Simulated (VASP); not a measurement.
# H3C2N: single point with PBE+D3(BJ)

H3C2N:

```xyz
36
Lattice="8.0517 0.0000 0.0000 0.0000 8.0517 0.0000 0.0000 0.0000 8.0517" Properties=species:S:1:pos:R:3 pbc="T T T"
C     2.6013    3.9495    2.9446
C     1.8589    4.0740    4.1711
C     7.7487    6.6196    7.3418
C     7.4855    6.2310    8.7262
C     4.6661    7.5992    2.7749
C     4.8316    8.8553    1.9378
C     4.0413    4.6297    7.2167
C     3.2426    5.6131    7.9267
C     0.4395    1.0596    1.8643
C     0.0917    0.6638    3.2060
C     6.4144    3.8423    4.5323
C     5.3932    2.8584    4.8600
N     1.2735    4.3068    5.1604
N     7.1779    5.8111    9.7593
N     5.1060    9.7559    1.2611
N     2.6769    6.3337    8.5951
N    -0.0199    0.3725    4.3318
N     4.4970    2.1292    5.0179
H     3.5072    4.6381    2.9689
H     2.9788    2.9476    2.7118
H     1.9949    4.2522    2.0808
H     8.6180    7.3699    7.3519
H     8.1103    5.8007    6.6983
H     6.8164    6.9989    6.7617
H     3.8022    7.0582    2.3712
H     5.6148    6.9990    2.6581
H     4.4518    7.9032    3.8368
H     3.8520    4.5648    6.0544
H     5.1083    4.6471    7.5303
H     3.6006    3.6022    7.4689
H     0.9469    2.0470    1.9984
H     1.1908    0.3488    1.5790
H    -0.3788    1.2108    1.1785
H     6.2962    4.8074    5.1433
H     7.3671    3.3344    4.8315
H     6.4507    3.9229    3.4495
```

The cell was built by a generator and needn't be a form met in nature.

```json
{"Program": "VASP 6.6.1", "Task": "single point", "Functional": "PBE", "Dispersion": "D3(BJ)", "Potentials or basis": "VASP PAW PBE potentials, release 64 (C, N, H)", "Cutoff": "520 eV", "k mesh": "1 × 1 × 1", "Occupations": "fermi-dirac, width 0.02 eV", "Spin": "no spin polarisation"}
```

```yaml
Pressure: -1.0 GPa
Largest_force: 4.450 eV/Å
Band_gap_on_the_k_mesh: 6.22 eV, direct
Dispersion_energy_per_atom: -0.046 eV
```

Forces in eV/Å, atoms in the order of the input:
```
C    1.022  0.572 -0.596
C   -0.303  0.362  0.780
C    0.162  1.287 -0.735
C   -0.149 -0.155 -2.083
C    0.304  1.469 -0.298
C    0.077 -2.237  1.411
C   -1.146 -1.739 -1.450
C    2.473 -2.693 -2.537
C    0.683  1.288  1.051
C   -0.283 -0.104  0.800
C    0.365 -0.655  1.500
C   -0.470  0.528 -0.313
N    0.588 -0.304 -0.633
N   -0.097 -0.277  1.127
N   -0.049  0.787 -0.424
N   -2.156  2.645  2.172
N   -0.212  0.034 -0.301
N    0.092 -0.187  0.174
H   -0.882 -0.643  0.037
H    0.021 -0.141  0.418
H   -0.142  0.243  0.107
H   -1.326 -0.624 -0.258
H    0.117 -0.278  0.475
H    1.332 -0.077  1.239
H    0.057 -0.104 -0.010
H   -0.815  0.428  0.260
H    0.353 -0.211 -0.754
H    0.564  0.790  2.048
H   -0.511  0.056 -0.306
H    0.717  1.000  0.112
H   -0.199 -0.432 -0.334
H    0.483 -0.521 -0.884
H   -0.456 -0.269 -0.287
H    0.145 -1.166 -1.129
H   -0.314  0.674 -0.082
H   -0.044  0.657 -0.298
```

Stress tensor (GPa, compression positive):
```
-0.74 -0.48 -0.91
-0.48 -1.14  0.14
-0.91  0.14 -1.22
```

Levels at points of the mesh, in eV from the valence-band top:
| k point | band 46 | band 47 | band 48 | band 49 | band 50 | band 51 |
| --- | --- | --- | --- | --- | --- | --- |
| (0.00, 0.00, 0.00) | -0.19 | -0.13 | 0.00 | 6.22 | 6.63 | 6.71 |

Wall time 43 s on 1 thread of AMD EPYC 9R45 96-Core Processor (Zen 5), with other jobs on the host, peak memory 0.41 GiB.

Caveat: the standard files for N, O and F lose accuracy on very short bonds. Expect the measured gap to be larger: semilocal functionals such as PBE lack the derivative discontinuity.
